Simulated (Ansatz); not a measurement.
## ZnS: random displacements

Computed with DFT r2SCAN, scalar-relativistic, plane waves, PAW (Ansatz). Settings: plane waves to 500 eV, k-mesh 6×6×2 (Γ-centred), Gaussian smearing 0.05 eV. No spin polarisation. Energies are free energies at this smearing, counted from the undisturbed cell; pressure is positive in compression.

The undisturbed cell (relaxed at this level):

```xyz
8
Lattice="3.8087 0.0000 0.0000 -1.9044 3.2985 0.0000 0.0000 0.0000 12.4665" Properties=species:S:1:pos:R:3 pbc="T T T"
Zn    0.0000    0.0000    0.0014
Zn    0.0000    0.0000    6.2347
Zn    0.0000    2.1990    3.1175
Zn    1.9044    1.0995    9.3507
S     0.0000    0.0000    2.3342
S     0.0000    0.0000    8.5674
S     0.0000    2.1990    5.4551
S     1.9044    1.0995   11.6883
```

The atoms are displaced (Å, in the unstrained cell):

```csv
atom,ux,uy,uz
Zn1,-0.028,0.053,0.116
Zn2,-0.033,0.234,0.157
Zn3,-0.264,-0.003,-0.142
Zn4,-0.217,-0.156,-0.018
S5,0.081,-0.158,-0.094
S6,0.077,0.091,-0.327
S7,0.086,-0.093,0.238
S8,0.298,0.030,0.070
```

Strain (Voigt, engineering shear): (-0.1519, 0.0811, 0.0574, -0.0781, 0.0288, -0.0788).

Problem. What are the energy change, the stress and the forces?

Solution. ΔE = 664.6 meV/atom; stress (xx, yy, zz, yz, xz, xy; compression positive) (30.49, 3.27, 9.31, -1.26, 8.29, 0.17) GPa; gap on the mesh 0.10 eV.
| atom | Fx (eV/Å) | Fy | Fz |
| --- | --- | --- | --- |
| Zn1 | 1.51 | -1.44 | 0.10 |
| Zn2 | 0.63 | 0.16 | -3.82 |
| Zn3 | 3.31 | -3.29 | 3.12 |
| Zn4 | 3.85 | 1.94 | 2.75 |
| S5 | -3.24 | 3.37 | -1.40 |
| S6 | -3.33 | -2.47 | 3.47 |
| S7 | -1.07 | 0.31 | -2.62 |
| S8 | -1.68 | 1.42 | -1.60 |

Cost: 1 run of about 0.46 core-minutes, on Intel Xeon 6975P-C (Granite Rapids) (shared hosts).